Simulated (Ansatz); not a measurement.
Born–Oppenheimer molecular dynamics of a 16-atom ScAl₃ cell at 19.37 Å³/atom, computed with Ansatz: Langevin thermostat at 2090 K, 294 steps of 3.0 fs, friction 0.005 1/fs. The run is short and the cell small, so it isn't an equilibrium average.

```yaml
crystal:
  lattice:
    - [7.024824, 0.200776, -0.009459]
    - [0.200776, 6.635876, 0.323421]
    - [-0.009459, 0.323421, 6.671066]
  atoms:
    - { symbol: Sc, position: [0.3738056617, 0.8067953118, 0.4738547553] }
    - { symbol: Sc, position: [0.596836988, 0.2907181272, 0.398329481] }
    - { symbol: Sc, position: [0.6949812866, 0.7308337843, 0.0103424552] }
    - { symbol: Sc, position: [0.2089451777, 0.5453481984, 0.0348809796] }
    - { symbol: Al, position: [0.2461606623, 0.2169380776, 0.8234494347] }
    - { symbol: Al, position: [0.8198123609, 0.3254457008, 0.7398038293] }
    - { symbol: Al, position: [0.9724751334, 0.0891278456, 0.505798049] }
    - { symbol: Al, position: [0.0353709092, 0.8349452033, 0.2513744098] }
    - { symbol: Al, position: [0.249441501, 0.1646703128, 0.1809895588] }
    - { symbol: Al, position: [0.7098881015, 0.9021792689, 0.6358319976] }
    - { symbol: Al, position: [0.8915053335, 0.3184285504, 0.1023740181] }
    - { symbol: Al, position: [0.5862173013, 0.1827428629, 0.976263908] }
    - { symbol: Al, position: [0.8390430806, 0.6009991067, 0.4624635071] }
    - { symbol: Al, position: [0.0649796397, 0.8724836408, 0.8554387213] }
    - { symbol: Al, position: [0.4754901113, 0.5365840048, 0.7739414504] }
    - { symbol: Al, position: [0.2096468165, 0.5009371045, 0.4068507277] }
  symmetry: { detect: false }
basis:
  ecutwfc: 420
  xc_grid: 1
kpoints:
  mp_grid: { grid: [1, 1, 1], shift: [0.25, 0.25, 0.25] }
hamiltonian:
  xc: pbe
scf:
  occupations: { method: fermi_dirac, width: 0.1801 }
  lower_state_search: "off"
  convergence: { dr2_threshold: 1.0e-05 }
output:
  forces: true
  stress: true
md:
  timestep: 3.0
  n_steps: 294
  ensemble: nvt_langevin
  friction: 0.005
  temperature: 2090.0
  initial_velocities: maxwell_boltzmann
  seed: 81363
```

```bash
ansatz run input.yaml --threads 2 --pin off --max-ram 5120MiB --backend cpu --events-out ev --progress --plain --runs-dir out
```

These are results of DFT PBE, scalar-relativistic, plane waves, PAW (Ansatz 0.2.0), not measurements.

6 frames, positions in Å (not wrapped into the cell) and forces in eV/Å:

```xyz
16
Lattice="7.025 0.201 -0.009 0.201 6.636 0.323 -0.009 0.323 6.671" Properties=species:S:1:pos:R:3:forces:R:3 pbc="T T T" time_fs=0.0 temperature_K=1959 free_energy_over_first_frame_eV=0.000
Sc    2.783    5.582    3.419    0.830    2.650   -0.070
Sc    4.247    2.178    2.746   -1.290   -0.330   -0.020
Sc    5.029    4.993    0.299    0.440   -0.350    1.560
Sc    1.577    3.672    0.407    0.150    0.010   -0.530
Al    1.765    1.755    5.561   -0.700   -0.330   -2.470
Al    5.817    2.563    5.033    0.770    0.270   -0.150
Al    6.845    0.950    3.394    1.900    1.020   -0.800
Al    0.414    5.629    1.947    0.000    0.640   -0.790
Al    1.784    1.201    1.258    0.480   -1.220    2.130
Al    5.162    6.335    4.527   -1.030    0.780    0.750
Al    6.326    2.325    0.777    0.450   -0.220    1.100
Al    4.146    1.646    6.566   -0.820   -0.570    0.500
Al    6.010    4.306    3.272   -0.520   -0.100   -0.850
Al    0.624    6.079    5.988   -0.610    0.990   -1.060
Al    3.441    3.906    5.332    0.330   -0.930   -1.370
Al    1.569    3.498    2.874   -0.370   -2.300    2.070
16
Lattice="7.025 0.201 -0.009 0.201 6.636 0.323 -0.009 0.323 6.671" Properties=species:S:1:pos:R:3:forces:R:3 pbc="T T T" time_fs=177.0 temperature_K=2174 free_energy_over_first_frame_eV=-2.265
Sc    3.555    6.106    4.540   -0.580   -0.640   -0.960
Sc    4.679    1.833    2.853    0.440    0.330   -0.910
Sc    4.899    5.025    0.044    0.240   -0.230    1.530
Sc    2.497    3.515    1.193    0.000    0.650    0.630
Al    1.922    1.294    5.814   -0.290    0.430    2.160
Al    6.279    3.535    5.134    0.440   -0.960   -0.740
Al    8.032    1.410    3.472   -0.460    0.300   -0.690
Al   -0.067    6.232    1.280   -0.520    0.310    0.790
Al    2.543   -0.185    1.561    0.750    1.050   -0.760
Al    5.949    7.432    5.302    1.210    0.130    0.890
Al    7.353    2.365    1.084   -1.550   -0.150   -0.640
Al    4.335    2.360    6.670    0.710   -1.110   -0.610
Al    5.894    4.332    2.670    0.080    0.400   -0.490
Al    0.965    5.478    5.948    0.270   -0.850   -0.300
Al    2.753    3.295    4.633    0.250    1.220    0.190
Al    1.278    5.171    3.407   -1.000   -0.900   -0.100
16
Lattice="7.025 0.201 -0.009 0.201 6.636 0.323 -0.009 0.323 6.671" Properties=species:S:1:pos:R:3:forces:R:3 pbc="T T T" time_fs=354.0 temperature_K=1475 free_energy_over_first_frame_eV=-3.050
Sc    3.316    6.951    4.554    0.590   -1.240   -0.170
Sc    5.303    1.700    2.680    2.250   -0.030    1.340
Sc    5.051    4.342   -0.614   -0.440    1.390    0.730
Sc    3.320    3.118    1.617   -0.420    1.090    0.730
Al    2.086    2.154    6.554   -1.490   -0.550    0.240
Al    7.064    3.582    4.793    0.610   -1.110   -1.000
Al    8.305    1.668    2.731   -0.370    0.350   -0.950
Al   -0.280    6.089    0.972   -0.360   -0.040   -0.020
Al    3.545    0.081    1.025    0.520   -0.640    0.900
Al    7.738    7.481    5.406   -1.370   -0.360   -0.470
Al    7.386    3.816    1.886    0.110   -0.780   -1.810
Al    4.968    1.717    5.776    0.530    0.240    0.290
Al    5.305    4.695    2.921   -0.970    1.090    0.640
Al    2.052    5.155    6.334   -0.880   -0.360    0.430
Al    2.869    3.330    4.601    1.020    0.770   -1.550
Al    1.309    5.577    3.049    0.670    0.170    0.670
16
Lattice="7.025 0.201 -0.009 0.201 6.636 0.323 -0.009 0.323 6.671" Properties=species:S:1:pos:R:3:forces:R:3 pbc="T T T" time_fs=528.0 temperature_K=1492 free_energy_over_first_frame_eV=-4.696
Sc    2.797    6.792    4.678    1.620   -0.250   -0.130
Sc    5.131    1.793    2.911   -0.380    0.230   -1.230
Sc    5.139    5.023   -0.754    0.420   -0.030    0.020
Sc    3.346    3.399    1.240   -1.470    0.110   -0.450
Al    1.771    2.183    6.247   -0.610    0.230    0.220
Al    6.888    3.424    4.247   -0.230   -0.550    0.520
Al    8.434    1.416    2.211   -0.440    1.240   -0.640
Al   -0.502    6.664    0.904    0.090   -0.450   -0.220
Al    3.477    0.135    0.981    0.120    0.240   -0.460
Al    7.218    7.348    4.747   -0.620    0.370    1.020
Al    7.116    3.699    1.744   -0.950   -1.290   -2.430
Al    4.806    1.918    5.538   -0.600    0.120    1.010
Al    4.972    5.153    2.818    0.250   -0.250    0.300
Al    0.912    5.001    5.876    0.830   -0.650    1.030
Al    2.899    3.863    4.409    0.680   -0.300    0.150
Al    0.991    5.405    2.757    1.290    1.240    1.290
16
Lattice="7.025 0.201 -0.009 0.201 6.636 0.323 -0.009 0.323 6.671" Properties=species:S:1:pos:R:3:forces:R:3 pbc="T T T" time_fs=705.0 temperature_K=1606 free_energy_over_first_frame_eV=-3.538
Sc    3.523    6.960    4.233   -0.780   -0.380    0.110
Sc    5.018    2.357    1.993    0.060   -1.220    0.120
Sc    5.797    4.502   -0.936   -1.700    0.870    0.810
Sc    3.055    3.544    0.132   -0.340   -0.020    1.950
Al    1.242    1.853    5.881    0.060   -0.040    0.440
Al    6.741    3.217    3.930    0.340    0.650   -0.890
Al    8.317    1.829    2.234    1.000   -0.810   -0.560
Al   -0.758    6.483    0.945    1.040   -0.630   -0.050
Al    3.555    0.025    0.387   -0.790    0.680   -0.230
Al    6.790    7.388    4.338    0.150   -1.790   -0.070
Al    7.255    3.905    1.400   -0.790    0.400   -0.740
Al    4.943    1.959    5.555   -0.100    0.480    0.440
Al    4.614    5.049    2.522    0.700   -0.390   -0.470
Al    1.292    5.090    5.184    0.490    0.590   -0.830
Al    3.470    3.513    4.263   -0.340    0.490   -1.360
Al    1.680    5.588    1.881    1.010    1.120    1.330
16
Lattice="7.025 0.201 -0.009 0.201 6.636 0.323 -0.009 0.323 6.671" Properties=species:S:1:pos:R:3:forces:R:3 pbc="T T T" time_fs=882.0 temperature_K=1430 free_energy_over_first_frame_eV=-4.011
Sc    2.978    7.286    4.294    1.100   -0.100   -0.470
Sc    5.757    2.120    2.165   -0.120   -0.650   -1.590
Sc    5.942    5.073   -1.438   -0.400   -0.940   -1.170
Sc    3.809    3.425    0.282   -0.100   -0.760    0.340
Al    1.833    2.044    5.954   -0.450    0.820   -0.480
Al    7.886    3.416    3.487   -0.460    0.030    0.320
Al    8.658    1.662    1.688    0.250   -0.150   -0.420
Al   -0.308    6.370    0.505    0.910    1.210    0.360
Al    3.855    0.251    0.299    0.130    0.210   -0.100
Al    7.510    6.432    3.099   -0.500   -0.190    0.980
Al    7.703    3.979    0.666   -0.660   -0.130    0.850
Al    5.528    1.732    4.638    0.150   -0.300    2.240
Al    5.354    4.801    2.109    0.640    1.070    0.320
Al    1.960    5.005    5.399   -1.220    0.330   -0.520
Al    3.634    3.647    4.071    0.890   -0.920    0.020
Al    2.713    5.259    2.357   -0.150    0.470   -0.660
```

Over the second half the temperature averages 1462 K and the pressure (kinetic part included, positive in compression) 3.0 GPa. Mean square displacements at the end: Al 2.21 Å², Sc 2.29 Å² (from the start of this run, the atoms' common shift taken off).

One k point is coarse for so small a cell, so forces and above all the pressure are rough.

The run took 10 min on 2 threads of Intel(R) Xeon(R) Processor @ 2.50GHz (Skylake/Cascade Lake), with other jobs on the host, peak memory 0.45 GiB.